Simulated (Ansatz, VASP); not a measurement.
RbBr: VASP beside Ansatz

File INCAR:

```
SYSTEM = RbBr
PREC     = Accurate       ! precision mode
ENCUT    = 520            ! plane-wave cutoff, eV
EDIFF    = 1E-7           ! SCF threshold, eV
ISMEAR   = 0              ! smearing method
SIGMA    = 0.05           ! smearing width, eV
LREAL    = .False.        ! projectors in reciprocal space
LASPH    = .True.         ! aspherical terms in the spheres
NELM     = 80             ! most SCF steps
ALGO     = Normal         ! electronic algorithm
ISIF     = 2              ! what is computed and relaxed
LWAVE    = .False.        ! write WAVECAR
LCHARG   = .False.        ! write CHGCAR
GGA      = PS             ! functional
NBANDS   = 15             ! bands
```

The input KPOINTS:

```
regular mesh
0
Gamma
  6 6 6
  0 0 0
```

The input POSCAR:

```
RbBr
1.0
    4.0160356082      0.0000000000      0.0000000000
    0.0000000000      4.0160356082      0.0000000000
    0.0000000000      0.0000000000      4.0701688540
Rb Br
1 1
Direct
   -0.0595372219      0.0000000000      0.0000000000
    0.5636828616      0.5000000000      0.5000000000
```

Input for Ansatz:

```yaml
crystal:
  lattice:
    - [4.0160356082, 0.0, 0.0]
    - [0.0, 4.0160356082, 0.0]
    - [0.0, 0.0, 4.070168854]
  atoms:
    - { symbol: Rb, position: [-0.0595372219, 0.0, 0.0] }
    - { symbol: Br, position: [0.5636828616, 0.5, 0.5] }
basis:
  ecutwfc: 420
kpoints:
  mp_grid: { grid: [6, 6, 6] }
hamiltonian:
  xc: pbesol
scf:
  occupations: { method: gaussian, width: 0.05 }
output:
  forces: true
  stress: true
  eigenvalues: true
  write_density: true
  write_potential: true
  elf: true
  volumetric_format: npy
```

Change from the starting cell: mode 4 frozen in at -0.259 Å, equal normal strain along x and y -0.0133.

Alike in both runs: task single point; functional PBEsol; k mesh 6 × 6 × 6; occupations gaussian, width 0.05 eV; no spin polarisation.

```csv
,VASP,Ansatz
version,VASP 6.6.1,Ansatz 0.2.0
potentials or method,"VASP PAW PBE potentials, release 64 (Rb_sv, Br)","scalar-relativistic, plane waves, PAW"
plane-wave cutoff (eV),520,420
valence electrons in the cell,16,16
```

|  | VASP | Ansatz | Ansatz less VASP |
| --- | --- | --- | --- |
| gap on the k mesh at the Fermi level (eV) | 4.16 | 4.16 | +0.002 |
| least direct gap on the mesh (eV) | 4.30 | 4.30 | +0.001 |
| pressure (GPa) | 2.1 | 2.0 | -0.08 |
| largest component of the traceless stress (GPa) | 0.55 | 0.53 | -0.017 |
| rms of the force components (eV/Å) | 0.303 | 0.298 | -0.0052 |

Atom by atom the forces differ by 0.005 eV/Å (rms over components).

Caveats: the PAW data sets were made with another functional, which shifts forces and pressure a little (VASP). A k mesh can miss the band edges.
